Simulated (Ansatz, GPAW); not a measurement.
This is a calculation of Si2Mo for Ansatz 0.2.0. 

input.yaml

```yaml
crystal:
  lattice:
    - [-1.6, 1.6, 3.9305]
    - [1.6, -1.6, 3.9305]
    - [1.6, 1.6, -3.9305]
  atoms:
    - { symbol: Mo, position: [0.0, 0.0, 0.0] }
    - { symbol: Si, position: [0.667, 0.667, 0.0] }
    - { symbol: Si, position: [0.333, 0.333, 0.0] }
hamiltonian:
  xc: pbe
  pseudopotentials: { kind: paw }
kpoints:
  mp_grid: { grid: [12, 12, 12] }
scf:
  occupations: { method: gaussian, width: 0.012 }
output:
  forces: true
  stress: true
  eigenvalues: true
```

Potentials or basis: Ansatz PAW.

The run is started by

```console
$ ansatz run input.yaml --threads 2 --pin off --max-ram 5632MiB --backend cpu --events-out ev --progress --plain --runs-dir out
```

Task: What does the same run look like in GPAW 26.7.0 (ASE script)? Potentials or basis there: GPAW PAW data sets (gpaw-data 1.2.1), cutoff 600 eV.

Result: As run (cutoffs and basis follow the program's own potentials, and thresholds, step limits or extra output files can differ):

File run.py:

```python
from ase.dft.bandgap import bandgap
from ase.io import read, write
from ase.units import Bohr, GPa
from gpaw import GPAW, PW
from gpaw.elf import elf_from_dft_calculation

atoms = read('Si2Mo.xyz')

calc = GPAW(mode=PW(600),
            xc='PBE',
            kpts={'size': (12, 12, 12), 'gamma': True},
            occupations={'name': 'methfessel-paxton', 'order': 0, 'width': 0.012},
            nbands=23,
            convergence={'density': 1e-05, 'energy': 1e-05},
            maxiter=150,
            txt='gpaw.txt')
atoms.calc = calc
energy = atoms.get_potential_energy()
forces = atoms.get_forces()
stress = atoms.get_stress()
calc.write('gs.gpw')
write('result.traj', atoms)
print(f'Energy: {energy:.6f} eV')
print('Forces (eV/A):')
print(forces.round(4))
print('Stress (GPa):', (stress / GPa).round(3))
print('Fermi level:', round(calc.get_fermi_level(), 4), 'eV')
print(f'Gap: {bandgap(calc)[0]:.4f} eV, direct: {bandgap(calc, direct=True)[0]:.4f} eV')

# fields on the real-space grid
write('density.cube', atoms, data=calc.get_pseudo_density() * Bohr**3)
write('potential.cube', atoms, data=calc.get_electrostatic_potential())
write('elf.cube', atoms, data=elf_from_dft_calculation(calc).data)
```

File Si2Mo.xyz:

```xyz
3
Lattice="-1.6000000000 1.6000000000 3.9305000000 1.6000000000 -1.6000000000 3.9305000000 1.6000000000 1.6000000000 -3.9305000000" Properties=species:S:1:pos:R:3 pbc="T T T"
Mo     0.0000000000      0.0000000000      0.0000000000
Si     0.0000000000      0.0000000000      5.2432870000
Si     0.0000000000      0.0000000000      2.6177130000
```

Potentials or basis: GPAW PAW data sets (gpaw-data 1.2.1), pw.

Launch:

```console
$ OMP_NUM_THREADS=1 python run.py
```

Both were run:

|  | Ansatz | GPAW |
| --- | --- | --- |
| Pressure | 2.2 GPa | 2.8 GPa |
| Largest force | 0.276 eV/Å | 0.263 eV/Å |

Ansatz's pressure holds a Pulay term of +0.04 GPa for its cutoff of 420 eV, which the other run lacks.

Where Ansatz's input types no cutoff or centring, it takes its own default and a Γ-centred mesh.

Pressure is positive in compression.
